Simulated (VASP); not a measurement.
# Bi (R-3m) in VASP: notebook

The runs below take Bi through relaxation of cell and atoms, with PBE.

All numbers are computed with VASP 6.6.1; they aren't measurements. Logs are shortened: lines on timing, memory, paths and dates and some standing lists are left out, and cuts for length are marked.

## (1) The structure

Symmetry: R-3m, No. 166, trigonal system. Conventional cell: a = 4.535 Å, b = 4.535 Å, c = 11.814 Å, α = 90.00°, β = 90.00°, γ = 120.00°. Bi (site symmetry 3m) is surrounded by 6 Bi at 3.06 to 3.52 Å.

## (2) Relaxation of cell and atoms, PBE

File INCAR:

```
PREC = Accurate
ENCUT = 520
EDIFF = 1E-6
ISMEAR = 0
SIGMA = 0.1
LREAL = False
LASPH = True
NELM = 120
ALGO = Normal
ISIF = 3
LWAVE = False
LCHARG = False
GGA = PE
IBRION = 2
NSW = 90
EDIFFG = -0.01
```

File KPOINTS:

```
Automatic mesh
0
Gamma
  12 12 12
```

File POSCAR:

```
Bi
1.0
    2.2675000000      1.3091417400      3.9380000000
   -2.2675000000      1.3091417400      3.9380000000
    0.0000000000     -2.6182834700      3.9380000000
Bi
2
Direct
    0.2340000000      0.2340000000      0.2340000000
    0.7660000000      0.7660000000      0.7660000000
```

Potentials or basis: VASP PAW PBE potentials, release 64 (Bi_d).

Command:

```
$ cat potpaw_PBE.64/Bi_d/POTCAR > POTCAR
$ mpirun -np 1 vasp_std > vasp.out
```

OUTCAR:

```text
PREC = Accurate
   ENCUT = 520
   EDIFF = 1E-6
   ISMEAR = 0
   LREAL = False
   LASPH = True
   NELM = 120
   ISIF = 3
   GGA = PE
   IBRION = 2
   NSW = 90
   EDIFFG = -0.01

 ion  position               nearest neighbor table
   1  0.234  0.234  0.234-   2 3.06   2 3.06   2 3.06   2 3.52   2 3.52   2 3.52
   2  0.766  0.766  0.766-   1 3.06   1 3.06   1 3.06   1 3.52   1 3.52   1 3.52

  LATTYP: Found a trigonal (rhomboedric) cell.
 ALAT       =     4.7289800534
 COS(alpha) =     0.5401781297

  Lattice vectors:

 A1 = (   2.2675000000,   1.3091417400,   3.9380000000)
 A2 = (  -2.2675000000,   1.3091417400,   3.9380000000)
 A3 = (   0.0000000000,  -2.6182834700,   3.9380000000)

Analysis of symmetry for initial positions (statically):
=====================================================================
 Subroutine PRICEL returns:
 Original cell was already a primitive cell.

 Routine SETGRP: Setting up the symmetry group for a
 trigonal (rhombohedral) supercell.

 Subroutine GETGRP returns: Found 12 space group operations
 (whereof 12 operations were pure point group operations)
 out of a pool of 12 trial point group operations.

The static configuration has the point symmetry D_3d.

Analysis of symmetry for dynamics (positions and initial velocities):
=====================================================================
 Subroutine PRICEL returns:
 Original cell was already a primitive cell.

 Routine SETGRP: Setting up the symmetry group for a
 trigonal (rhombohedral) supercell.

 Subroutine GETGRP returns: Found 12 space group operations
 (whereof 12 operations were pure point group operations)
 out of a pool of 12 trial point group operations.

The dynamic configuration has the point symmetry D_3d.

 Subroutine INISYM returns: Found 12 space group operations
 (whereof 12 operations are pure point group operations),
 and found     1 'primitive' translations

----------------------------------------------------------------------------------------

                                     Primitive cell

  volume of cell :      70.1392

  direct lattice vectors                    reciprocal lattice vectors
     2.267500000  1.309141740  3.938000000     0.220507166  0.127309872  0.084645336
    -2.267500000  1.309141740  3.938000000    -0.220507166  0.127309872  0.084645336
     0.000000000 -2.618283470  3.938000000     0.000000000 -0.254619744  0.084645336

  length of vectors
     4.728980053  4.728980053  4.728980052     0.268320791  0.268320791  0.268320791

  position of ions in fractional coordinates (direct lattice)
     0.234000000  0.234000000  0.234000000
     0.766000000  0.766000000  0.766000000

  ion indices of the primitive-cell ions
   primitive index   ion index
                 1           1
                 2           2

----------------------------------------------------------------------------------------

 KPOINTS: Automatic mesh

Automatic generation of k-mesh.
 Grid dimensions read from file:
 generate k-points for:   12   12   12

 Generating k-lattice:

  Cartesian coordinates                     Fractional coordinates (reciprocal lattice)
     0.018375597  0.010609156  0.007053778     0.083333333  0.000000000  0.000000000
    -0.018375597  0.010609156  0.007053778     0.000000000  0.083333333  0.000000000
     0.000000000 -0.021218312  0.007053778     0.000000000  0.000000000  0.083333333

  Length of vectors
     0.022360066  0.022360066  0.022360066

  Shift w.r.t. Gamma in fractional coordinates (k-lattice)
     0.000000000  0.000000000  0.000000000

 Subroutine IBZKPT returns following result:
 ===========================================

 Found    189 irreducible k-points:

 Following reciprocal coordinates:
            Coordinates               Weight
  0.000000  0.000000  0.000000      1.000000
  0.083333  0.000000 -0.000000      6.000000
  0.166667  0.000000  0.000000      6.000000
  0.250000  0.000000  0.000000      6.000000
  0.333333  0.000000  0.000000      6.000000
  0.416667  0.000000 -0.000000      6.000000
[... 16 lines left out ...]
  0.500000  0.166667  0.000000     12.000000
 -0.416667  0.166667  0.000000     12.000000
 [... further k-points ...]
   k-points           NKPTS =    189   k-points in BZ     NKDIM =    189   number of bands    NBANDS=     19
   number of dos      NEDOS =    301   number of ions     NIONS =      2
   total plane-waves  NPLWV =  46656
   dimension x,y,z NGX =    36 NGY =   36 NGZ =   36
   dimension x,y,z NGXF=    72 NGYF=   72 NGZF=   72
   ions per type =               2
   NGX,Y,Z   is equivalent  to a cutoff of  12.66, 12.66, 12.66 a.u.
   NGXF,Y,Z  is equivalent  to a cutoff of  25.31, 25.31, 25.31 a.u.
 SYSTEM =  unknown system
   PREC   = accura    normal or accurate (medium, high low for compatibility)
   ISTART =      0    job   : 0-new  1-cont  2-samecut
   ICHARG =      2    charge: 1-file 2-atom 10-const
   ISPIN  =      1    spin polarized calculation?
   LNONCOLLINEAR =      F non collinear calculations
   LSORBIT =      F    spin-orbit coupling
   LASPH  =      T    aspherical Exc in radial PAW
   ENCUT  =  520.0 eV  38.22 Ry    6.18 a.u.   8.79  8.79  8.79*2*pi/ulx,y,z
   NELM   =    120;   NELMIN=  2; NELMDL= -5     # of ELM steps
   EDIFF  = 0.1E-05   stopping-criterion for ELM
   LREAL  =      F    real-space projection
   EDIFFG = -.1E-01   stopping-criterion for IOM
   NSW    =     90    number of steps for IOM
   IBRION =      2    ionic relax: 0-MD 1-quasi-New 2-CG
   NFREE  =      1    steps in history (QN), initial steepest desc. (CG)
   ISIF   =      3    stress and relaxation
   ISYM   =      2    0-nonsym 1-usesym 2-fastsym
   POTIM  = 0.5000    time-step for ionic-motion
   TEBEG  =    0.0;   TEEND  =   0.0 temperature during run
   PSTRESS=    0.0 pullay stress
   NELECT =      30.0000    total number of electrons
   NUPDOWN=      -1.0000    fix difference up-down
   EMIN   =  10.00;   EMAX   =-10.00  energy-range for DOS
   EFERMI =   0.00;   METHOD = LEGACY
   ISMEAR =     0;   SIGMA  =   0.10  broadening in eV -4-tet -1-fermi 0-gaus
   EFERMI_NEDOS =   21; number of points for ismear=-14 and -15
   IALGO  =     38    algorithm
   IMIX   =      4    mixing-type and parameters
     AMIX     =   0.40;   BMIX     =  1.00
     AMIX_MAG =   1.60;   BMIX_MAG =  1.00
  volume/ion in A,a.u.               =      35.07       236.66
  Fermi-wavevector in a.u.,A,eV,Ry     =   1.233469  2.330919 20.700530  1.521446
  Thomas-Fermi vector in A             =   2.368198
   LORBIT       =      0    0 simple, 1 ext, 2 COOP (PROOUT), +10 PAW based schemes
   GGA     = PE    functional components
   LHFCALC =     F    Hartree Fock is set to
   AEXX    =    0.0000 exact exchange contribution
   IVDW    =     0    specifies the selected vdW correction
   LEPSILON=     F    determine dielectric tensor
   LRPA    =     F    only Hartree local field effects (RPA)
 conjugate gradient relaxation of ions
 non-spin polarized calculation
 Gauss-broadening in eV      SIGMA  =   0.10
  energy-cutoff  :      520.00
  volume of cell :       70.14
 maximum number of plane-waves:      1934
   NGX = 17   NGY = 17   NGZ = 17

--------------------------------------- Ionic step        1  -------------------------------------------

 number of electron      30.0000004 magnetization

 Free energy of the ion-electron system (eV)
  ---------------------------------------------------
  ext. energy  EPLUGINS =         0.00000000
  ---------------------------------------------------
  free energy    TOTEN  =        -7.75131744 eV

  energy without entropy =       -7.75023191  energy(sigma->0) =       -7.75077468

------------------------ aborting loop because EDIFF is reached ----------------------------------------

  FORCE on cell =-STRESS in cart. coord.  units (eV):
  Direction    XX          YY          ZZ          XY          YZ          ZX
  --------------------------------------------------------------------------------------
  -------------------------------------------------------------------------------------
  Total        0.9310006      0.9310006      0.9695369      0.0000000      0.0000000      0.0000000
  in kB       21.2666761     21.2666761     22.1469547      0.0000000      0.0000000      0.0000000
  external PRESSURE =      21.5601023 kB  Pullay stress =       0.0000000 kB
[... 89 lines left out ...]
  FREE ENERGIE OF THE ION-ELECTRON SYSTEM (eV)
  ---------------------------------------------------
  free  energy   TOTEN  =        -7.7723796747 eV

  energy  without entropy=       -7.7712089670  energy(sigma->0) =       -7.77179432

[... ionic steps 4 to 12 ...]

--------------------------------------- Ionic step       13  -------------------------------------------

 number of electron      29.9999993 magnetization

------------------------ aborting loop because EDIFF is reached ----------------------------------------

  FORCE on cell =-STRESS in cart. coord.  units (eV):
  Direction    XX          YY          ZZ          XY          YZ          ZX
  --------------------------------------------------------------------------------------
  -------------------------------------------------------------------------------------
  Total        0.0467267      0.0467267      0.0423929      0.0000000      0.0000000      0.0000000
  in kB        1.0182400      1.0182400      0.9237992      0.0000000      0.0000000      0.0000000
  external PRESSURE =       0.9867598 kB  Pullay stress =       0.0000000 kB
[... 57 lines left out ...]
  energy  without entropy=       -7.7721099035  energy(sigma->0) =       -7.77271273

--------------------------------------- Ionic step       15  -------------------------------------------

 number of electron      29.9999994 magnetization

 Free energy of the ion-electron system (eV)
  ---------------------------------------------------
  ext. energy  EPLUGINS =         0.00000000
  ---------------------------------------------------
  free energy    TOTEN  =        -7.77332770 eV

  energy without entropy =       -7.77211646  energy(sigma->0) =       -7.77272208

 E-fermi :   5.8235     XC(G=0):  -9.3231

 val. band max:        5.7899680342   @ k =   0.4167   0.0833   0.0833
 cond. band min:       5.8342292181   @ k =  -0.4167   0.5000   0.4167
 fundamental gap:      0.0442611839
 Fermi energy:         5.8235362360

 k-point     1 :       0.0000    0.0000    0.0000
  band No.  band energies     occupation
      1     -17.0177      2.00000
      2     -17.0177      2.00000
      3     -16.8844      2.00000
      4     -16.8844      2.00000
      5     -16.8715      2.00000
      6     -16.7236      2.00000
[... 11 lines left out ...]
     18       8.7005      0.00000
     19      11.4563      0.00000
[... 489 lines left out ...]
      3     -16.8494      2.00000
      4     -16.8356      2.00000
      5     -16.8078      2.00000
      6     -16.7939      2.00000
[... 11 lines left out ...]
     18       8.9713      0.00000
     19      12.5014      0.00000

 [... further k-points ...]

------------------------ aborting loop because EDIFF is reached ----------------------------------------

  FORCE on cell =-STRESS in cart. coord.  units (eV):
  Direction    XX          YY          ZZ          XY          YZ          ZX
  --------------------------------------------------------------------------------------
  -------------------------------------------------------------------------------------
  Total        0.0100410      0.0100410      0.0149380      0.0000000      0.0000000      0.0000000
  in kB        0.2186608      0.2186608      0.3253007      0.0000000      0.0000000      0.0000000
  external PRESSURE =       0.2542074 kB  Pullay stress =       0.0000000 kB
[... 17 lines left out ...]
  FREE ENERGIE OF THE ION-ELECTRON SYSTEM (eV)
  ---------------------------------------------------
  free  energy   TOTEN  =        -7.7733277019 eV

  energy  without entropy=       -7.7721164570  energy(sigma->0) =       -7.77272208

 reached required accuracy - stopping structural energy minimisation
```

It took 19 min on 1 thread of Intel Xeon Platinum 8488C (Sapphire Rapids), shared host; peak memory 0.4 GiB.

What came out:

```
Free energy                            : -7.7733 eV
Relaxed volume                         : 36.79 Å³/atom
Relaxed cell                           : a = 4.836 Å, b = 4.836 Å, c = 4.836 Å, α = 56.53°, β = 56.53°, γ = 56.53°
Space group after relaxing (to 0.05 Å) : R-3m (No. 166)
Energy gained by relaxing              : 11.0 meV/atom
Ionic steps                            : 15
Pressure after relaxing                : 0.0 GPa
Largest force after relaxing           : 0.006 eV/Å
Band gap on the k mesh                 : none (metal or under the smearing width)
```

Forces in eV/Å, atoms in the order of the input:
```
Bi   0.000  0.000  0.006
Bi   0.000  0.000 -0.006
```

Step by step:
| step | energy change (eV) | largest force (eV/Å) | pressure (GPa) | volume (Å³) |
| --- | --- | --- | --- | --- |
| 1 | 0.0000 | 0.2310 | 2.16 | 70.14 |
| 2 | -0.0139 | 0.1453 | -1.10 | 75.04 |
| 3 | -0.0211 | 0.0139 | 0.01 | 73.16 |
| 4 | -0.0211 | 0.0207 | -0.03 | 73.22 |
| 5 | -0.0213 | 0.0224 | -0.02 | 73.27 |
| 6 | -0.0218 | 0.0314 | -0.04 | 73.40 |
| 7 | -0.0218 | 0.0330 | 0.00 | 73.43 |
| 8 | -0.0218 | 0.0386 | -0.01 | 73.49 |
| 9 | -0.0218 | 0.0353 | -0.03 | 73.45 |
| 10 | -0.0219 | 0.0023 | 0.11 | 73.34 |
| 11 | -0.0219 | 0.0130 | 0.10 | 73.37 |
| 12 | -0.0220 | 0.0008 | 0.05 | 73.47 |
| 13 | -0.0220 | 0.0051 | 0.10 | 73.52 |
| 14 | -0.0220 | 0.0127 | 0.00 | 73.63 |
| 15 | -0.0220 | 0.0058 | 0.03 | 73.57 |

Final structure:
```yaml
crystal:
  lattice:
    - [2.29025, 1.32228, 4.04911]
    - [-2.29025, 1.32228, 4.04911]
    - [0.00000, -2.64456, 4.04911]
  atoms:
    - { symbol: Bi, position: [0.23378, 0.23378, 0.23378] }
    - { symbol: Bi, position: [0.76622, 0.76622, 0.76622] }
```

Caveat: spin-orbit coupling is left out, which moves the levels of the heavy elements.

## (3) Relaxation of cell and atoms, PBE

This run uses another cell than the first one, of 36.79 Å³/atom, 1.049 times its volume.

INCAR, as its differences from that of step 2:

```diff
@@ -2,3 +2,3 @@
 ENCUT = 520
-EDIFF = 1E-6
+EDIFF = 1E-7
 ISMEAR = 0
@@ -14,3 +14,4 @@
 IBRION = 2
-NSW = 90
-EDIFFG = -0.01
+NSW = 60
+EDIFFG = -0.005
+POTIM = 0.3
```

KPOINTS is that of step 2.

File POSCAR:

```
Bi                                      
1.0
    2.2902541806      1.3222788725      4.0491060300
   -2.2902541806      1.3222788725      4.0491060300
    0.0000000000     -2.6445577345      4.0491060299
  Bi            
     2
Direct
     0.2337767502839081    0.2337767502839081    0.2337767502838889
     0.7662232497160920    0.7662232497160920    0.7662232497161110
```

Potentials or basis: VASP PAW PBE potentials, release 64 (Bi_d).

Command:

```
$ cat potpaw_PBE.64/Bi_d/POTCAR > POTCAR
$ mpirun -np 1 vasp_std > vasp.out
```

It took 3.5 min on 1 thread of Intel Xeon Platinum 8488C (Sapphire Rapids), shared host; peak memory 0.36 GiB.

It converged, with:

| Quantity | Value |
| --- | --- |
| Free energy | -7.7748 eV |
| Relaxed volume | 36.80 Å³/atom |
| Relaxed cell | a = 4.837 Å, b = 4.837 Å, c = 4.837 Å, α = 56.53°, β = 56.53°, γ = 56.53° |
| Space group after relaxing (to 0.05 Å) | R-3m (No. 166) |
| Energy gained by relaxing | 0.0 meV/atom |
| Ionic steps | 2 |
| Pressure after relaxing | 0.0 GPa |
| Largest force after relaxing | 0.004 eV/Å |
| Band gap on the k mesh | none (metal or under the smearing width) |

Forces on the atoms (eV/Å):
```
Bi   0.000  0.000  0.004
Bi   0.000  0.000 -0.004
```

Final structure:
```yaml
crystal:
  lattice:
    - [2.29047, 1.32240, 4.04969]
    - [-2.29047, 1.32240, 4.04969]
    - [0.00000, -2.64481, 4.04969]
  atoms:
    - { symbol: Bi, position: [0.23379, 0.23379, 0.23379] }
    - { symbol: Bi, position: [0.76621, 0.76621, 0.76621] }
```

Levels at points of the mesh, in eV from the Fermi level:
| k point | band 12 | band 13 | band 14 | band 15 | band 16 | band 17 | band 18 | band 19 |
| --- | --- | --- | --- | --- | --- | --- | --- | --- |
| (0.00, 0.00, 0.00) | -7.62 | -1.47 | -1.08 | -1.08 | 2.44 | 2.88 | 2.88 | 5.63 |
| (0.50, 0.00, 0.00) | -10.36 | -1.36 | -1.11 | -0.28 | -0.19 | 0.54 | 1.09 | 7.34 |
| (0.50, 0.50, 0.00) | -9.44 | -4.42 | -2.87 | -2.68 | 2.44 | 4.70 | 5.28 | 6.37 |
| (0.50, 0.50, 0.50) | -9.79 | -0.86 | -0.51 | -0.51 | 0.76 | 0.79 | 0.79 | 6.86 |

Caveat: spin-orbit coupling is left out, which moves the levels of the heavy elements.
